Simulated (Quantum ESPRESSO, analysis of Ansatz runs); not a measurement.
# SnO2 (P4_2/mnm), nudged elastic band: V_O hop (2.9 Å) (q = 0) (Quantum ESPRESSO), part 2 of 3

How high is the barrier when O changes place in SnO2 (P4_2/mnm)? The case: V_O hop (2.9 Å), charge 0, in a cell of 72 host atoms with 1 O taken out.

Quantum ESPRESSO 7.5; Quantum ESPRESSO plane-wave DFT, PBEsol, GBRV 1.5 PBEsol potentials; nudged elastic band between two relaxed defect structures.

So far: Starting point; Relaxation of the start point, charge 0.

### 3. Relaxation of the end point, charge 0

Level of this step: Quantum ESPRESSO plane-wave DFT, PBEsol, GBRV 1.5 PBEsol potentials; relaxation of all atoms of a defect supercell (Quantum ESPRESSO).

The end point is relaxed in the same cell and settings, so that the two energies compare. Atoms more than 3.2 Å from the middle of the hop start where the first relaxation left them, the nearer ones on or close to their ideal places, with small random displacements.

pw.in reads:

```
&CONTROL
  calculation = 'relax'
  prefix = 'pwscf'
  outdir = './tmp'
  pseudo_dir = './pseudo'
  tprnfor = .true.
  disk_io = 'low'
  nstep = 70
  forc_conv_thr = 0.0012
  etot_conv_thr = 0.0001
/
&SYSTEM
  ibrav = 0
  nat = 71
  ntyp = 2
  ecutwfc = 36
  ecutrho = 288
  nbnd = 313
  occupations = 'fixed'
  nosym = .true.
/
&ELECTRONS
  conv_thr = 7d-08
  electron_maxstep = 100
  mixing_beta = 0.5
/
&IONS
  ion_dynamics = 'bfgs'
/
ATOMIC_SPECIES
Sn   118.7100 sn_pbesol_v1.4.uspp.F.UPF
O     15.9990 o_pbesol_v1.2.uspp.F.UPF
CELL_PARAMETERS angstrom
   9.5066964961    0.0000000000    0.0000000000
   0.0000000000    9.5066964961    0.0000000000
   0.0000000000    0.0000000000    9.6255699527
ATOMIC_POSITIONS crystal
Sn     0.2481786969    0.2502716190    0.1664480424
Sn     0.0040299480   -0.0042331065    0.0000303793
[... 4 atom lines left out ...]
Sn     0.2491094315    0.2504049958    0.5003816716
[... 1 atom line left out ...]
O      0.0968717236    0.4030533195    0.4989631221
[... 2 atom lines left out ...]
O      0.4029762085    0.5960106139    0.4996883134
[... 5 atom lines left out ...]
O      0.3461227129    0.3473353684    0.6661393045
[... 3 atom lines left out ...]
O      0.4032136373    0.5959001499    0.1667647324
[... 2 atom lines left out ...]
Sn     0.2502247617    0.7499962666    0.5010148994
[... 2 atom lines left out ...]
O      0.1540526193    0.6532263618    0.3336480546
[... 9 atom lines left out ...]
O      0.5985350864    0.4007507250    0.1625618579
[... 5 atom lines left out ...]
O      0.5979383573    0.4029625234    0.4996994457
[... 16 atom lines left out ...]
Sn     0.4990845120    0.5005036387    0.3332135771
[... 2 atom lines left out ...]
O      0.6469069675    0.6562877538    0.3364134275
[... 2 atom lines left out ...]
Sn     0.5004139410    0.5009298322    0.6664043574
[... 3 atom lines left out ...]
O      0.8472215116    0.8470915047    0.6670149586
K_POINTS gamma
```

Command:

```
OMP_NUM_THREADS=1 mpirun -n 4 pw.x -in pw.in > pw.out
```

The log of the run:

```text
[shortened: banners, details of potentials and solvers, and blank lines are left out]
[banner, memory and clock lines left out]
     gamma-point specific algorithms are used
     one sub-group per band group will be used
     bravais-lattice index     =            0
     lattice parameter (alat)  =      17.9651  a.u.
     unit-cell volume          =    5870.5976 (a.u.)^3
     number of atoms/cell      =           71
     number of atomic types    =            2
     number of electrons       =       618.00
     number of Kohn-Sham states=          313
     kinetic-energy cutoff     =      36.0000  Ry
     charge density cutoff     =     288.0000  Ry
     scf convergence threshold =      7.0E-08
     mixing beta               =       0.5000
     number of iterations used =            8  plain     mixing
     energy convergence thresh.=      1.0E-04
     force convergence thresh. =      1.2E-03
     Exchange-correlation= SLA  PW   PSX  PSC
                           (   1   4  10   8   0   0   0)
     nstep                     =           70
     crystal axes: (cart. coord. in units of alat)
               a(1) = (   1.000000   0.000000   0.000000 )
               a(2) = (   0.000000   1.000000   0.000000 )
               a(3) = (   0.000000   0.000000   1.012504 )
     PseudoPot. # 1 for Sn read from file:
     sn_pbesol_v1.4.uspp.F.UPF
     Pseudo is Ultrasoft + core correction, Zval = 14.0
[...]
PseudoPot. # 2 for O  read from file:
     o_pbesol_v1.2.uspp.F.UPF
     Pseudo is Ultrasoft + core correction, Zval =  6.0
[...]
atomic species   valence    mass     pseudopotential
     Sn               14.00   118.71000     Sn( 1.00)
     O                 6.00    15.99900     O ( 1.00)
     No symmetry found
     site n.     atom                  positions (alat units)
         1        Sn     tau(   1) = (   0.2481787   0.2502716   0.1685293  )
         2        Sn     tau(   2) = (   0.0040299  -0.0042331   0.0000308  )
         3        O      tau(   3) = (   0.0960887   0.4031487   0.1680706  )
         4        O      tau(   4) = (   0.4012784   0.0961171   0.1704193  )
         5        O      tau(   5) = (   0.1533085   0.1514448   0.0000741  )
         6        O      tau(   6) = (   0.3476846   0.3464664   0.0000540  )
         7        Sn     tau(   7) = (   0.2491094   0.2504050   0.5066385  )
         8        Sn     tau(   8) = (  -0.0032224   0.0031548   0.3361418  )
[...]
number of k points=     1
                       cart. coord. in units 2pi/alat
        k(    1) = (   0.0000000   0.0000000   0.0000000), wk =   2.0000000
     Dense  grid:   242294 G-vectors     FFT dimensions: ( 100, 100, 100)
     Smooth grid:    85691 G-vectors     FFT dimensions: (  72,  72,  72)
     Check: negative core charge=   -0.000002
     starting charge     593.9989, renormalised to     618.0000
     Self-consistent Calculation
     iteration #  1     ecut=    36.00 Ry     beta= 0.50
     total energy              =   -5324.48301093 Ry
     estimated scf accuracy    <      19.13104244 Ry
     iteration #  2     ecut=    36.00 Ry     beta= 0.50
     total energy              =   -5329.98550744 Ry
     estimated scf accuracy    <       2.96236640 Ry
     iteration #  3     ecut=    36.00 Ry     beta= 0.50
     total energy              =   -5330.33790507 Ry
     estimated scf accuracy    <       0.20064855 Ry
[...]
estimated scf accuracy    <       0.00013337 Ry
     iteration # 10     ecut=    36.00 Ry     beta= 0.50
     total energy              =   -5330.37609836 Ry
     estimated scf accuracy    <       0.00001210 Ry
[... 110 further cycles ...]
     iteration #  8     ecut=    36.00 Ry     beta= 0.50
     total energy              =   -5330.42429420 Ry
     estimated scf accuracy    <          1.8E-09 Ry
     iteration #  9     ecut=    36.00 Ry     beta= 0.50
     End of self-consistent calculation
          k = 0.0000 0.0000 0.0000 ( 10712 PWs)   bands (ev):
   -11.9219 -11.8428 -11.8213 -11.7579 -11.7424 -11.7137 -11.6467 -11.6025
   -11.5987 -11.5897 -11.5572 -11.5531 -11.5361 -11.5111 -11.5099 -11.4987
   -11.4890 -11.4437 -11.4300 -11.4246 -11.4069 -11.3942 -11.3671 -11.3576
   -11.3270 -11.2876 -11.2793 -11.2243 -11.2128 -11.1456 -11.0622 -11.0611
   -11.0513 -11.0348 -11.0337 -11.0209 -11.0101 -10.9920 -10.9825 -10.9813
   -10.9318 -10.9169 -10.9108 -10.9031 -10.9001 -10.8802 -10.8716 -10.8579
   -10.8533 -10.8389 -10.8300 -10.8296 -10.8130 -10.8058 -10.7902 -10.7836
   -10.7821 -10.7697 -10.7656 -10.7624 -10.7586 -10.7411 -10.7305 -10.7282
[...]
13.3538
     highest occupied, lowest unoccupied level (ev):     9.7224   11.7353
!    total energy              =   -5330.42429420 Ry
     estimated scf accuracy    <          8.2E-10 Ry
     The total energy is the sum of the following terms:
     one-electron contribution =   -1633.00868253 Ry
     hartree contribution      =    1293.64510401 Ry
     xc contribution           =   -1366.95010752 Ry
     ewald contribution        =   -3624.11060817 Ry
     convergence has been achieved in   9 iterations
     Forces acting on atoms (cartesian axes, Ry/au):
     atom    1 type  1   force =     0.00061582    0.00064253   -0.00032758
     atom    2 type  1   force =    -0.00031994   -0.00054240    0.00044960
     atom    3 type  2   force =    -0.00023480    0.00064696   -0.00038536
     atom    4 type  2   force =     0.00061599   -0.00056840   -0.00095867
     atom    5 type  2   force =    -0.00054836   -0.00040689   -0.00069672
     atom    6 type  2   force =    -0.00016593    0.00033091   -0.00059977
     atom    7 type  1   force =     0.00115093    0.00039440    0.00026656
     atom    8 type  1   force =    -0.00020350   -0.00005322    0.00010035
[...]
Total force =     0.007729     Total SCF correction =     0.000103
     Energy error            =      1.4E-04 Ry
     Gradient error          =      1.6E-03 Ry/Bohr
     number of scf cycles    =  13
     number of bfgs steps    =  12
     energy             old  =   -5330.4241515655 Ry
     energy             new  =   -5330.4242942010 Ry
     CASE: energy            _new < energy            _old
     new trust radius        =       0.0089755272 bohr
     new conv_thr            =       0.0000000010 Ry
ATOMIC_POSITIONS (crystal)
Sn               0.2433942624        0.2432404193        0.1583687551
Sn              -0.0016919904       -0.0024670767       -0.0013824737
O                0.1027050318        0.4051304282        0.1694160540
O                0.4052012675        0.1024210552        0.1697110877
O                0.1507745727        0.1506336329       -0.0041835516
O                0.3467833163        0.3454140652        0.0006496698
Sn               0.2433544406        0.2432103668        0.5082164696
Sn               0.0008325195        0.0000498224        0.3332144442
[...]
Check: negative core charge=   -0.000002
     Self-consistent Calculation
     iteration #  1     ecut=    36.00 Ry     beta= 0.50
     total energy              =   -5330.42436790 Ry
     estimated scf accuracy    <       0.00005513 Ry
     iteration #  2     ecut=    36.00 Ry     beta= 0.50
     total energy              =   -5330.42437413 Ry
     estimated scf accuracy    <       0.00000880 Ry
     iteration #  3     ecut=    36.00 Ry     beta= 0.50
     total energy              =   -5330.42437602 Ry
     estimated scf accuracy    <       0.00000196 Ry
[...]
estimated scf accuracy    <       0.00000010 Ry
     iteration #  6     ecut=    36.00 Ry     beta= 0.50
     total energy              =   -5330.42437656 Ry
     estimated scf accuracy    <       0.00000001 Ry
     iteration #  7     ecut=    36.00 Ry     beta= 0.50
     total energy              =   -5330.42437656 Ry
     estimated scf accuracy    <          1.4E-09 Ry
     iteration #  8     ecut=    36.00 Ry     beta= 0.50
     End of self-consistent calculation
          k = 0.0000 0.0000 0.0000 ( 10712 PWs)   bands (ev):
   -11.9225 -11.8446 -11.8210 -11.7591 -11.7417 -11.7144 -11.6465 -11.6014
   -11.5986 -11.5883 -11.5564 -11.5530 -11.5364 -11.5115 -11.5110 -11.4983
   -11.4899 -11.4437 -11.4297 -11.4240 -11.4057 -11.3952 -11.3660 -11.3571
   -11.3267 -11.2876 -11.2790 -11.2249 -11.2123 -11.1459 -11.0638 -11.0616
   -11.0523 -11.0361 -11.0337 -11.0214 -11.0112 -10.9932 -10.9831 -10.9814
   -10.9317 -10.9179 -10.9105 -10.9036 -10.9011 -10.8800 -10.8719 -10.8575
   -10.8526 -10.8382 -10.8301 -10.8297 -10.8137 -10.8056 -10.7903 -10.7840
   -10.7815 -10.7692 -10.7659 -10.7613 -10.7588 -10.7403 -10.7308 -10.7272
[...]
13.3526
     highest occupied, lowest unoccupied level (ev):     9.7229   11.7367
!    total energy              =   -5330.42437656 Ry
     estimated scf accuracy    <          3.0E-10 Ry
     The total energy is the sum of the following terms:
     one-electron contribution =   -1632.94248358 Ry
     hartree contribution      =    1293.61276361 Ry
     xc contribution           =   -1366.94927394 Ry
     ewald contribution        =   -3624.14538265 Ry
     convergence has been achieved in   8 iterations
     Forces acting on atoms (cartesian axes, Ry/au):
     atom    1 type  1   force =     0.00004278    0.00010805   -0.00038246
     atom    2 type  1   force =     0.00009400    0.00016404    0.00029947
     atom    3 type  2   force =     0.00004314    0.00058282   -0.00066869
     atom    4 type  2   force =     0.00025249   -0.00027522   -0.00099487
     atom    5 type  2   force =    -0.00002260   -0.00016392   -0.00022954
     atom    6 type  2   force =    -0.00064006   -0.00012358   -0.00063629
     atom    7 type  1   force =     0.00048693    0.00012818    0.00040134
     atom    8 type  1   force =     0.00004720   -0.00028068    0.00011586
[...]
Total force =     0.005959     Total SCF correction =     0.000073
     Energy error            =      8.2E-05 Ry
     Gradient error          =      1.1E-03 Ry/Bohr
     bfgs converged in  14 scf cycles and  13 bfgs steps
     (criteria: energy <  1.0E-04 Ry, force <  1.2E-03 Ry/Bohr)
     End of BFGS Geometry Optimization
     Final energy             =   -5330.4243765634 Ry
Begin final coordinates
ATOMIC_POSITIONS (crystal)
Sn               0.2433942624        0.2432404193        0.1583687551
Sn              -0.0016919904       -0.0024670767       -0.0013824737
O                0.1027050318        0.4051304282        0.1694160540
O                0.4052012675        0.1024210552        0.1697110877
O                0.1507745727        0.1506336329       -0.0041835516
O                0.3467833163        0.3454140652        0.0006496698
Sn               0.2433544406        0.2432103668        0.5082164696
Sn               0.0008325195        0.0000498224        0.3332144442
[...]
End final coordinates
```

It took 13 min on 4 MPI ranks of Arm Neoverse V1, shared host; peak memory 1.6 GiB; 53 min of CPU time.

The steps of the relaxation:

| step | energy less that of the first step (eV) |
| --- | --- |
| 0 | 0.0000 |
| 1 | -0.2814 |
| 2 | -0.4336 |
| 3 | -0.4996 |
| 4 | -0.5589 |
| 5 | -0.5985 |
| 6 | -0.6153 |
| 7 | -0.6326 |
| 8 | -0.6412 |
| 9 | -0.6465 |
| 10 | -0.6507 |
| 11 | -0.6537 |
| 12 | -0.6556 |
| 13 | -0.6568 |

The atoms that moved most (Å):

| atom | dx | dy | dz | length |
| --- | --- | --- | --- | --- |
| Sn61 | 0.116 | 0.093 | 0.002 | 0.149 |
| O38 | -0.090 | -0.044 | 0.078 | 0.127 |
| O12 | -0.069 | -0.085 | -0.038 | 0.116 |
| Sn7 | -0.055 | -0.068 | 0.075 | 0.116 |
| O34 | -0.071 | 0.074 | 0.045 | 0.112 |
| Sn1 | -0.045 | -0.067 | -0.078 | 0.112 |
| O44 | -0.082 | -0.068 | -0.035 | 0.112 |
| O22 | -0.068 | -0.080 | 0.037 | 0.111 |

Neighbours of O12 at the end:

| atom | distance (Å) |
| --- | --- |
| Sn61 | 2.046 |
| Sn25 | 2.081 |
| Sn67 | 2.091 |
| O44 | 2.588 |
| O18 | 2.858 |
| O28 | 2.884 |
| O34 | 2.900 |
| O29 | 2.939 |
| O70 | 2.978 |
| O35 | 2.981 |

Read from the output:

```
highest filled level                                                                              : 9.723 eV
lowest empty level                                                                                : 11.74 eV
r.m.s. move of the farther half of the atoms                                                      : 0.02598 Å
largest move from the ideal geometry of this structure, a common shift of the far atoms taken out : 0.1425 Å
```

The relaxation gained 0.657 eV and ended with a largest force component of 0.029 eV/Å. The end lies 0.001 eV above the start.

(Part 2 of 3 ends here.)

[Logs are printed without paths, hosts, clocks, repeated set-up lines and the standing remarks that a program may print on its own settings, such as how far it seeks lower states.]

[Hosts, paths, dates, database ids (printed as entryN), source tags and the programs' standing remarks are cut or masked in the printed files.]
